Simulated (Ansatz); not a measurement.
Input and output for `C=CC(C)=O`.

```yaml
crystal:
  periodic: [false, false, false]
  atoms:
    - {symbol: C, position_ang: [-0.723197, 1.433323, 0.405789]}
    - {symbol: C, position_ang: [-0.027726, 0.498789, 1.044319]}
    - {symbol: C, position_ang: [0.522777, -0.724576, 0.416525]}
    - {symbol: C, position_ang: [0.295787, -0.958568, -1.053447]}
    - {symbol: O, position_ang: [1.143581, -1.513905, 1.093184]}
    - {symbol: H, position_ang: [-1.100273, 2.308087, 0.922877]}
    - {symbol: H, position_ang: [-0.942723, 1.362297, -0.653773]}
    - {symbol: H, position_ang: [0.184972, 0.582251, 2.105728]}
    - {symbol: H, position_ang: [0.713378, -0.140136, -1.645198]}
    - {symbol: H, position_ang: [0.771900, -1.893937, -1.339736]}
    - {symbol: H, position_ang: [-0.773076, -1.010627, -1.275669]}
basis:
  gaussian: {orbitals: "6-31++G**", fitting: {mean_field: cc-pVTZ-jkfit}}
hamiltonian: {xc: {name: BHLYP}, pseudopotentials: {relativity: none}}
output: {forces: true}
```

```sh
$ ansatz run in.yaml --threads 4 --pin off --events-out ev --progress --plain --max-ram 10444MiB
```

It prints (some lines left out):

```
Functional definition: BHLYP
575 factors; integrals over basis functions are off by at most 1.4e-1 eV
mean field evaluation 1: about -6282.1227 eV, gradient 5.5e1 eV
mean field evaluation 2: about -6284.1911 eV, gradient 4.8e1 eV
mean field evaluation 4: about -6288.8776 eV, gradient 2.6e0 eV
mean field evaluation 8: about -6288.8922 eV, gradient 1.7e-1 eV
mean field evaluation 16: about -6288.8923 eV, gradient 5.3e-5 eV
mean field -6288.89225638 eV, -231.1125276577 hartree, gradient 5.3e-5 eV, S^2 0.000000; 0 other end points of the search recorded, 0 dependent functions left out
reference -6288.89247928 eV, -231.1125358491 hartree; 19, 19 occupied and 112, 112 virtual orbitals, 575 factors
Total energy: -6288.89247928 eV, -231.1125358491 hartree
Atom 0 at    -0.723197     1.433323     0.405789 Å, force    -0.084656     0.105509    -0.096283 eV/Å
Atom 1 at    -0.027726     0.498789     1.044319 Å, force     0.014497     0.097677     0.289603 eV/Å
Atom 2 at     0.522777    -0.724576     0.416525 Å, force     0.057817    -0.078775     0.046799 eV/Å
Atom 3 at     0.295787    -0.958568    -1.053447 Å, force    -0.015275    -0.071087    -0.220868 eV/Å
Atom 4 at     1.143581    -1.513905     1.093184 Å, force    -0.084970     0.103942    -0.103412 eV/Å
Atom 5 at    -1.100273     2.308087     0.922877 Å, force     0.084517    -0.194129    -0.110751 eV/Å
Atom 6 at    -0.942723     1.362297    -0.653773 Å, force     0.031320     0.047127     0.237650 eV/Å
Atom 7 at     0.184972     0.582251     2.105728 Å, force    -0.054284    -0.006823    -0.237164 eV/Å
Atom 8 at     0.713378    -0.140136    -1.645198 Å, force    -0.057169    -0.160421     0.107190 eV/Å
Atom 9 at     0.771900    -1.893937    -1.339736 Å, force    -0.087163     0.167839     0.043652 eV/Å
Atom 10 at    -0.773076    -1.010627    -1.275669 Å, force     0.195367    -0.010859     0.043584 eV/Å
Dipole moment:    -0.386489     0.499800    -0.399646 e Å
```

Run time 1.3 s (4 threads of an Arm Neoverse V1 on a shared host); peak host memory 0.5 GiB.
